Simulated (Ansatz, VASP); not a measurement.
One calculation of Ti, two programs

```
Ti
1.0
    -1.62721    1.62721    1.62721
     1.62721   -1.62721    1.62721
     1.62721    1.62721   -1.62721
Ti
1
Direct
  0.00000 0.00000 0.00000
```

Change from the starting cell: volume scaled by 0.975.

Alike in both runs: task single point; functional PBE; k mesh 14 × 14 × 14; occupations fermi-dirac, width 0.05 eV; no spin polarisation.

|  | VASP | Ansatz |
| --- | --- | --- |
| version | VASP 6.6.1 | Ansatz 0.2.0 |
| potentials or method | VASP PAW PBE potentials, release 64 (Ti_sv), cutoff 520 eV | all-electron LAPW, scalar-relativistic |

Ansatz gave:

| Property | Result |
| --- | --- |
| pressure (GPa) | 0.2 |

**Question.** Which values does VASP return?

**Answer.** Pressure (GPa): -0.1.

Ansatz ran all-electron here, so the differences hold the error of VASP's frozen core and of both bases.
